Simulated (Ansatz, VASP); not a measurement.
One calculation of BN, two programs

```
B N
1.0
     2.54057    0.00000    0.00000
    -1.27028    2.20019    0.00000
     0.00000    0.00000    4.20265
B N
2 2
Direct
  0.33333 0.66667 0.99976
  0.66667 0.33333 0.49976
  0.33333 0.66667 0.37424
  0.66667 0.33333 0.87424
```

Change from the starting cell: polar distortion scaled by 1.00.

Alike in both runs: task single point; functional PBEsol; k mesh 15 × 15 × 8; no spin polarisation.

|  | VASP | Ansatz |
| --- | --- | --- |
| version | VASP 6.6.1 | Ansatz 0.2.0 |
| potentials or method | VASP PAW PBE potentials, release 64 (B, N) | scalar-relativistic, plane waves, PAW |
| plane-wave cutoff (eV) | 520 | 420 |
| occupations | gaussian, width 0.01 eV | fixed |
| valence electrons in the cell | 16 | 16 |

```csv
,VASP,Ansatz,Ansatz less VASP
gap on the k mesh at the Fermi level (eV),4.95,4.96,+0.013
least direct gap on the mesh (eV),8.21,8.21,0.000
pressure (GPa),0.8,0.0,-0.81
largest component of the traceless stress (GPa),0.05,0.00,-0.054
```

Ansatz warned: «pseudo_functional_mismatch».

Caveats: the PAW data sets were made with another functional, which shifts forces and pressure a little (VASP); an odd mesh through Γ misses points on the zone boundary, where band edges often lie.
